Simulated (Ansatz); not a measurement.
**ZrSi$_{2}$: Zr on a Si site**

Theory: DFT PBE, scalar-relativistic, plane waves, PAW in Ansatz 0.2.0. Run with 420 eV cutoff, 4×3×4 k-mesh, Gaussian smearing of 0.10 eV, no spin polarisation.

Host crystal, relaxed:

```
Zr Si
1.0
     1.85259   -7.39401    0.00000
     1.85259    7.39401    0.00000
     0.00000    0.00000    3.67907
Zr Si
2 4
Direct
  0.89467 0.10533 0.75000
  0.10533 0.89467 0.25000
  0.55310 0.44690 0.75000
  0.44690 0.55310 0.25000
  0.25031 0.74969 0.75000
  0.74969 0.25031 0.25000
```

Supercell of 30 atoms, rows in host cell vectors: 1 1 2; 2 2 -1; 0 1 1. Atoms relax at the host's cell, keeping the symmetry that the supercell leaves at the site. The cell is small, so energies carry finite-size errors of tenths of an eV. The host is a metal. Atoms are taken from and returned to the elements' standard states.

Defect: Zr on a Si site set at (0.553, 0.447, 0.750) of the host cell. In charge 0 some atom moved by up to 0.8 Å, so the relaxed defect can differ in kind from the start. Before relaxation its nearest neighbours are 2 Si at 2.42 Å, 4 Zr at 2.72 Å.

| charge | E_f at the valence band top (eV) | moment (μB) | largest move (Å) | atoms near the site |
| --- | --- | --- | --- | --- |
| 0 | 1.35 | 0.00 | 0.79 | 2 Si at 2.77 Å, 2 Zr at 2.80 Å, 2 Zr at 2.82 Å, 4 Si at 2.84 Å |

Cost: 2 runs of about 26 core-minutes in all, on Arm Neoverse V1 (shared hosts).